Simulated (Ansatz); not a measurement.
TiSi: course of a relaxation

Computed with DFT PBEsol, scalar-relativistic, plane waves, PAW (Ansatz). Settings: 420 eV cutoff, 14×12×14 k-mesh, Gaussian smearing of 0.10 eV, no spin polarisation.

What was changed: biaxial strain in the a-b plane, c and atoms relaxed: +3.0 %.

Command:

```bash
ansatz run input.yaml --threads 2 --pin off --max-ram 5120MiB --backend cpu --events-out ev --progress --plain --runs-dir out
```

Input:

```yaml
crystal:
  lattice:
    - [3.7088154535, 0.0, 0.0]
    - [0.0, 4.2671851645, 0.0]
    - [0.0, 0.0, 3.7210754093]
  atoms:
    - { symbol: Ti, position: [0.0, 0.5, 0.0] }
    - { symbol: Ti, position: [0.5, 0.0, 0.0] }
    - { symbol: Si, position: [0.0, 0.0, 0.5] }
    - { symbol: Si, position: [0.5, 0.5, 0.5] }
basis:
  ecutwfc: 420
kpoints:
  mp_grid: { grid: [14, 12, 14] }
hamiltonian:
  xc: pbesol
scf:
  occupations: { method: gaussian, width: 0.1 }
output:
  forces: true
  stress: true
  eigenvalues: true
relax:
  adjacent_minimum: "off"
  f_tol: 0.008
  max_steps: 40
  cell: { stress_tol: 0.015, fix: [a, b, gamma] }
```

F is the free energy. Steps run on the plane waves of an earlier cell, but the last one, and at times one on the way, on a freshly chosen basis, so a repeated geometry can differ a little in energy. The held parts of the cell keep their stress, so P needn't end at zero.

Steps:

```
step F − F(1) (eV) largest force component (eV/Å) V (Å³/atom) P (GPa)
   1         0.0000                           0.000       14.723    -4.64
   2        -0.0022                           0.000       14.607    -3.47
   3        -0.0022                           0.000       14.621    -3.62
   4        -0.0021                           0.000       14.621    -3.62
```

Relaxed structure:

```yaml
crystal:
  lattice:
    - [3.70882, 0.00000, 0.00000]
    - [0.00000, 4.26719, 0.00000]
    - [0.00000, 0.00000, 3.69546]
  atoms:
    - { symbol: Ti, position: [0.00000, 0.50000, 0.00000] }
    - { symbol: Ti, position: [0.50000, 0.00000, 0.00000] }
    - { symbol: Si, position: [0.00000, 0.00000, 0.50000] }
    - { symbol: Si, position: [0.50000, 0.50000, 0.50000] }
```

The structure is orthorhombic, space group Cmmm (No. 65). Conventional cell: a = 3.709 Å, b = 4.267 Å, c = 3.695 Å, α = 90.00°, β = 90.00°, γ = 90.00°. Around Ti (site symmetry mmm) lie 8 Si at 2.62 to 2.82 Å and 4 Ti at 2.83 Å. Si (site symmetry mmm) is surrounded by 8 Ti at 2.62 to 2.82 Å and 4 Si at 2.83 Å.

The run converged. The run took 30 s on 2 threads of Intel(R) Xeon(R) 6975P-C (Granite Rapids) (shared host), peak memory 0.78 GiB.